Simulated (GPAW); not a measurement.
# PbS (Cmcm) in GPAW: settings compared, part 2 of 2

GPAW 26.7.0. Earlier steps stand in the parts before.

### 3 Single point, PBE

Contents of run.py:

```python
from ase import Atoms
from ase.dft.bandgap import bandgap
from ase.io import write
from ase.units import GPa
from gpaw import GPAW, PW

atoms = Atoms(['Pb', 'Pb', 'S', 'S'],
              cell=[[2.079952695, -5.991296865, 0.0],
                    [2.079952695, 5.991296865, 0.0],
                    [0.0, 0.0, 4.27932094]],
              scaled_positions=[[0.13056335, 0.86943665, 0.25],
                                [0.86943665, 0.13056335, 0.75],
                                [0.35479709, 0.64520291, 0.25],
                                [0.64520291, 0.35479709, 0.75]],
              pbc=True)

calc = GPAW(mode=PW(600),
            xc='PBE',
            kpts={'size': (4, 4, 3), 'gamma': True},
            occupations={'name': 'fermi-dirac', 'width': 0.05},
            nbands=33,
            convergence={'density': 1e-05, 'energy': 1e-05},
            maxiter=80,
            txt='gpaw.txt')
atoms.calc = calc
energy = atoms.get_potential_energy()
forces = atoms.get_forces()
stress = atoms.get_stress()
calc.write('gs.gpw')
write('result.traj', atoms)
print(f'Energy: {energy:.6f} eV')
print('Forces (eV/A):')
print(forces.round(4))
print('Stress (GPa):', (stress / GPa).round(3))
print('Fermi level:', round(calc.get_fermi_level(), 4), 'eV')
print(f'Gap: {bandgap(calc)[0]:.4f} eV, direct: {bandgap(calc, direct=True)[0]:.4f} eV')
```

Potentials or basis: GPAW PAW data sets (gpaw-data 1.2.1), pw.

On the command line:

```bash
$ OMP_NUM_THREADS=1 python run.py
```

gpaw.txt:

```text
__  _  _
 | _ |_)|_||  |
 |__||  | ||/\| - 26.7.0

Input parameters:
  mode=PW(ecut=600.0),
  convergence={'density': 1e-05, 'energy': 1e-05},
  kpts=MonkhorstPack(size=(4, 4, 3), gamma=True),
  maxiter=80,
  nbands=33,
  occupations=Occupations(name='fermi-dirac', width=0.05),
  xc=XC(name='PBE')

Diagonalizing LCAO Hamiltonian
Converting LCAO to pw mode

             Pb
         S S
       Pb

Atoms  # Å, Bohr magnetons
|   | symbol |        x |         y |        z |    initial magnetic moments |
|---|--------|----------|-----------|----------|-----------------------------|
| 0 |     Pb | 2.079953 |  4.426809 | 1.069830 | ( 0.0000,  0.0000,  0.0000) |
| 1 |     Pb | 2.079953 | -4.426809 | 3.209491 | ( 0.0000,  0.0000,  0.0000) |
| 2 |      S | 2.079953 |  1.739907 | 1.069830 | ( 0.0000,  0.0000,  0.0000) |
| 3 |      S | 2.079953 | -1.739907 | 3.209491 | ( 0.0000,  0.0000,  0.0000) |

Unit cell  # Å
| periodic |        x |         y |        z |  lengths |     angles |
|----------|----------|-----------|----------|----------|------------|
|      yes | 2.079953 | -5.991297 | 0.000000 | 6.342069 |  90.000000 |
|      yes | 2.079953 |  5.991297 | 0.000000 | 6.342069 |  90.000000 |
|      yes | 0.000000 |  0.000000 | 4.279321 | 4.279321 | 141.709848 |

Number of symmetries: 4
Symmetry operations  # r_c * U_cc + t_c -> r_c
|   | kind |            matrix            |
|---|------|------------------------------|
| 0 |  E   |  1, 0, 0,  0, 1, 0,  0, 0, 1 |
| 1 |  C2  |  0, 1, 0,  1, 0, 0,  0, 0,-1 |
| 2 |  σ   |  0,-1, 0, -1, 0, 0,  0, 0, 1 |
| 3 |  i   | -1, 0, 0,  0,-1, 0,  0, 0,-1 |

BZ-sampling:
  Number of BZ points: 48
  Number of IBZ points: 17

  Monkhorst-Pack size: [4, 4, 3]
  Monkhorst-Pack shift: [0.125, 0.125, 0.0]

K-points  # in reciprocal-cell coordinates
|     |                                coordinates |     weight |
|-----|--------------------------------------------|------------|
|   0 | (  0.00000000,   0.00000000,   0.00000000) | 0.02083333 |
|   1 | (  0.00000000,   0.00000000,   0.33333333) | 0.04166667 |
|   2 | (  0.25000000,  -0.25000000,  -0.33333333) | 0.04166667 |
|   3 | (  0.25000000,  -0.25000000,   0.00000000) | 0.04166667 |
|   4 | (  0.25000000,  -0.25000000,   0.33333333) | 0.04166667 |
|   5 | (  0.25000000,   0.00000000,  -0.33333333) | 0.08333333 |
|   6 | (  0.25000000,   0.00000000,   0.00000000) | 0.08333333 |
|   7 | (  0.25000000,   0.00000000,   0.33333333) | 0.08333333 |
|   8 | (  0.25000000,   0.25000000,   0.00000000) | 0.04166667 |
|   9 | (  0.25000000,   0.25000000,   0.33333333) | 0.08333333 |
| ... |                                            |            |
|  16 | (  0.50000000,   0.50000000,   0.33333333) | 0.04166667 |

Plane wave coefficients: 3579
Cutoff: 600.0 eV

[... 64 lines left out ...]
    |    s |        |       9.957 |    0.974 |
    |    p |        |      20.203 |    0.979 |
    |    d |        |       0.000 |    0.900 |

    Using partial waves for S as LCAO basis

Reference energy: -1156264.166523  # eV

eigensolver:
  PPCG
  Converge bands: occupied
  niter=2

density mixing:
  MSR1-Mixer
  Pratt-step length: 0.05
  Maximum mixing coefficient: 0.75
  Old densities: 10
  SVD Regularization: 0.005
  Good broyden scale: 1.0
  Trust region scale: 1.0
  Backstep threshold: 4.0
  History deletion threshold: 6.0
  Fourier metric: weight=20.0, sigma=0.015

occupation numbers:
  Fermi-Dirac:
    width: 0.0500  # eV

poisson solver:
  ecut: 4800.0  # eV

xc functional:
  name: PBE with 2 nearest neighbor stencil

convergence criteria:
- Maximum integral of absolute [dens]ity change: 1e-05 electrons / valence electron
- Maximum [total energy] change in last 3 cyles: 1e-05 eV / valence electron
- Maximum integral of absolute [eigenst]ate change: 4e-08 eV^2 / valence electron
maximum number of iterations: 80

SCF iterations
|iter     | |      energy | eigst |  dens |
|---------|-|-------------|-------|-------|
|iter:   1| |  -18.746410 | -0.03 |       |
|iter:   2| |  -18.523031 | -1.70 | -1.15 |
|iter:   3| |  -17.836579 | -1.51 | -1.20 |
|iter:   4| |  -17.836369 | -2.61 | -1.77 |
|iter:   5| |  -17.835861 | -3.31 | -2.13 |
|iter:   6| |  -17.835951 | -4.11 | -2.46 |
|iter:   7| |  -17.835991c| -5.46 | -3.29 |
|iter:   8| |  -17.835995c| -6.53 | -3.85 |
|iter:   9| |  -17.835995c| -7.61c| -4.48 |
|iter:  10| |  -17.835995c| -8.02c| -5.06c|

Converged in 10 steps
Energy contributions relative to reference atoms: (reference = -1156264.166523)

Energy contributions:
  Kinetic:          33.271015
  Coulomb:         -34.332429
  Zero:              0.090797
  External:          0.000000
  Xc:              -16.865378
  Entropy:          -0.000001
  Spinorbit:         0.000000
  ----------------------------
  Free energy:     -17.835995
  Extrapolated:    -17.835995

dipole moment: (0.000007, 0.000000, 0.000007)  # |e|*Ang

Fermi level: 5.915
Eigenvalues  # (at kpt = [0.000, 0.000, 0.000])
| band index |      eig [eV] | occ [0-2] |
|------------|---------------|-----------|
|          0 |       -11.064 |     2.000 |
|        ... |               |           |
|         12 |        -1.397 |     2.000 |
|         13 |        -0.467 |     2.000 |
|         14 |         1.127 |     2.000 |
|         15 |         2.389 |     2.000 |
|         16 |         2.937 |     2.000 |
|         17 |         3.667 |     2.000 |
[... 8 lines left out ...]
|         26 |        11.401 |     0.000 |
|         27 |        12.291 |     0.000 |
|        ... |               |           |
|         32 |        15.642 |     0.000 |

Gap: 1.180 eV
Transition (v -> c):
  (s=0, k=16, n=19, [0.50, 0.50, 0.33]) -> (s=0, k=15, n=20, [0.50, 0.50, 0.00])
Direct/indirect transitions are different
Direct gap: 1.380 eV
Transition at: (s=0, k=16, n=19, [0.50, 0.50, 0.33])

Forces  # eV/Ang
|       x |        y |        z |
|---------|----------|----------|
| 0.00000 |  0.03704 |  0.00001 |  # Pb   0
| 0.00000 | -0.03704 | -0.00001 |  # Pb   1
| 0.00000 | -0.14744 | -0.00005 |  # S    2
| 0.00000 |  0.14744 |  0.00005 |  # S    3

Stress tensor  # eV/Ang^3
|         x |         y |         z |
|-----------|-----------|-----------|
| -0.002511 |  0.000000 |  0.000000 |
|  0.000000 | -0.008681 | -0.000000 |
|  0.000000 | -0.000000 | -0.003503 |

# Writing to gs.gpw (mode='')
```

stdout:

```text
<dir> UserWarning: The angles between your unit-cell vectors are 90.0, 90.0 and 141.7 degrees.  Results may be wrong!  Please Niggli-reduce your unit-cell so that the angles are closer to 90 degrees:

  from ase.build import niggli_reduce
  niggli_reduce(atoms)

  warnings.warn(
Energy: -17.835995 eV
Forces (eV/A):
[[ 0.      0.037   0.    ]
 [ 0.     -0.037  -0.    ]
 [ 0.     -0.1474 -0.    ]
 [ 0.      0.1474  0.    ]]
Stress (GPa): [-0.402 -1.391 -0.561 -0.     0.     0.   ]
Fermi level: 5.9154 eV
Gap: 1.1804 eV, direct: 1.3801 eV
```

Run time: 21 s. Hardware: 1 thread of AMD EPYC 9R14 (Zen 4), shared host; peak memory 0.22 GiB.

Results:

```yaml
Free_energy: -17.8360 eV
Pressure: 0.8 GPa
Largest_force: 0.147 eV/Å
Band_gap_on_the_k_mesh: 1.18 eV, indirect (least direct gap 1.38 eV)
```

Forces on the atoms (eV/Å):
```
Pb   0.000  0.037  0.000
Pb   0.000 -0.037  0.000
S    0.000 -0.147  0.000
S    0.000  0.147  0.000
```

Levels at points of the mesh, in eV from the valence-band top:
| k point | band 16 | band 17 | band 18 | band 19 | band 20 | band 21 | band 22 | band 23 | band 24 | band 25 |
| --- | --- | --- | --- | --- | --- | --- | --- | --- | --- | --- |
| (0.00, 0.00, 0.00) | -2.92 | -2.37 | -1.64 | -1.46 | -0.47 | 4.67 | 4.74 | 4.88 | 5.58 | 5.80 |
| (0.50, 0.00, 0.00) | -2.00 | -1.33 | -1.15 | -0.33 | -0.32 | 1.79 | 1.88 | 2.23 | 2.99 | 3.16 |
| (0.50, 0.50, 0.00) | -2.60 | -1.91 | -1.85 | -1.30 | -0.44 | 1.18 | 4.46 | 4.85 | 4.96 | 5.54 |

Caveat: the k mesh is coarse (spacing up to 0.49 Å⁻¹), so the values aren't converged; spin-orbit coupling is left out, which as a rule narrows the gap of such compounds by several tenths of an eV; an odd mesh through Γ misses points on the zone boundary, where band edges often lie; the program warned that so skewed a cell can give wrong results.

### 4 Relaxation of cell and atoms, revPBE+D3(BJ)

Contents of run.py:

```python
from ase.calculators.mixing import SumCalculator
from ase.filters import FrechetCellFilter
from ase.io import read, write
from ase.optimize import FIRE
from dftd3.ase import DFTD3
from gpaw import GPAW, PW

atoms = read('POSCAR')

calc = GPAW(mode=PW(600),
            xc='revPBE',
            kpts={'size': (4, 4, 4), 'gamma': True},
            occupations={'name': 'fermi-dirac', 'width': 0.05},
            nbands=33,
            convergence={'density': 1e-05, 'energy': 1e-05},
            maxiter=150,
            txt='gpaw.txt')
atoms.calc = SumCalculator([calc, DFTD3(method='revpbe', damping='d3bj')])
opt = FIRE(FrechetCellFilter(atoms), trajectory='relax.traj', logfile='-')
done = opt.run(fmax=0.02, steps=60)
calc.write('gs.gpw')
write('result.traj', atoms)
print('Converged:', done)
print('Cell:', atoms.cell.cellpar().round(4))
print('Volume:', round(atoms.get_volume(), 4))
print(atoms.get_scaled_positions().round(5))
```

Contents of POSCAR:

```
PbS
1.0
    2.0799526950     -5.9912968650      0.0000000000
    2.0799526950      5.9912968650      0.0000000000
    0.0000000000      0.0000000000      4.2793209400
Pb S
2 2
Direct
    0.1305633500      0.8694366500      0.2500000000
    0.8694366500      0.1305633500      0.7500000000
    0.3547970900      0.6452029100      0.2500000000
    0.6452029100      0.3547970900      0.7500000000
```

Potentials or basis: the program's PAW data sets (release 1.2.1) made for this functional, pw.

On the command line:

```bash
$ OMP_NUM_THREADS=1 python run.py
```

It took 12 min on 1 thread of Intel Xeon 6975P-C (Granite Rapids), shared host; peak memory 0.42 GiB.

It converged, with:

```
Free energy                            : -19.2514 eV
Relaxed volume                         : 24.99 Å³/atom
Relaxed cell                           : a = 6.116 Å, b = 6.116 Å, c = 4.234 Å, α = 90.00°, β = 90.00°, γ = 140.87°
Space group after relaxing (to 0.05 Å) : Cmcm (No. 63)
Energy gained by relaxing              : 12.9 meV/atom
Ionic steps                            : 32
Pressure after relaxing                : -0.1 GPa
Largest force after relaxing           : 0.018 eV/Å
Band gap on the k mesh                 : 1.21 eV, indirect (least direct gap 1.70 eV)
Dispersion energy per atom             : -0.686 eV
```

Forces in eV/Å, atoms in the order of the input:
```
Pb   0.000 -0.004  0.000
Pb   0.000  0.004  0.000
S    0.000 -0.018  0.000
S    0.000  0.018  0.000
```

Stress tensor (GPa, compression positive):
```
-0.11  0.00  0.00
 0.00 -0.10  0.00
 0.00  0.00  0.02
```

The path:
```
step  energy change (eV)  largest force (eV/Å)  pressure (GPa)  volume (Å³)
   1              0.0000                0.0946           -1.79       106.65
   2             -0.0028                0.1011           -1.71       106.42
   3             -0.0078                0.1126           -1.54       105.95
   4             -0.0144                0.1267           -1.30       105.29
   5             -0.0215                0.1396           -1.01       104.47
   6             -0.0284                0.1467           -0.68       103.54
   7             -0.0343                0.1433           -0.36       102.57
   8             -0.0389                0.1251           -0.06       101.61
   9             -0.0426                0.0889            0.19       100.65
  10             -0.0452                0.0335            0.37        99.77
  11             -0.0465                0.0328            0.45        99.06
  12             -0.0467                0.0320            0.44        99.08
  13             -0.0471                0.0304            0.41        99.13
  14             -0.0476                0.0280            0.38        99.19
  15             -0.0482                0.0250            0.34        99.28
  16             -0.0488                0.0215            0.28        99.38
  17             -0.0494                0.0178            0.22        99.50
  18             -0.0500                0.0205            0.16        99.63
  19             -0.0504                0.0279            0.08        99.78
  20             -0.0507                0.0342           -0.01        99.94
  21             -0.0509                0.0385           -0.10       100.10
  22             -0.0510                0.0391           -0.18       100.24
  23             -0.0510                0.0386           -0.17       100.23
  24             -0.0510                0.0378           -0.17       100.22
  25             -0.0510                0.0367           -0.17       100.21
  26             -0.0511                0.0349           -0.16       100.19
  27             -0.0511                0.0330           -0.15       100.17
  28             -0.0512                0.0308           -0.14       100.14
  29             -0.0512                0.0283           -0.12       100.11
  30             -0.0513                0.0254           -0.11       100.07
  31             -0.0514                0.0219           -0.09       100.02
  32             -0.0514                0.0180           -0.07        99.96
```

Final structure:
```
Pb S
1.0
     2.04837   -5.76317    0.00000
     2.04837    5.76317    0.00000
     0.00000    0.00000    4.23394
Pb S
2 2
Cartesian
  2.0484 4.3276 1.0585
  2.0484 -4.3276 3.1755
  2.0484 1.6368 1.0585
  2.0484 -1.6368 3.1755
```

Levels at points of the mesh, in eV from the valence-band top:
```csv
k point,band 17,band 18,band 19,band 20,band 21,band 22,band 23,band 24
"(0.00, 0.00, 0.00)",-2.40,-1.83,-1.54,-0.56,4.69,4.76,5.00,5.54
"(0.00, 0.00, 0.50)",-1.16,-1.16,0.00,0.00,1.85,1.85,2.78,2.78
"(0.50, 0.00, 0.00)",-1.45,-1.20,-0.33,-0.28,1.86,1.93,2.04,3.14
"(0.50, 0.00, 0.50)",-3.38,-3.38,-1.41,-1.41,3.39,3.39,5.53,5.53
"(0.50, 0.50, 0.00)",-2.09,-1.67,-1.35,-0.49,1.21,4.43,4.89,4.90
"(0.50, 0.50, 0.50)",-1.12,-1.12,-0.51,-0.51,1.85,1.85,3.34,3.34
```

Caveat: the k mesh is coarse; later steps reuse the first step's grids; spin-orbit coupling is left out, which as a rule narrows the gap of such compounds by several tenths of an eV; the program warned that so skewed a cell can give wrong results.
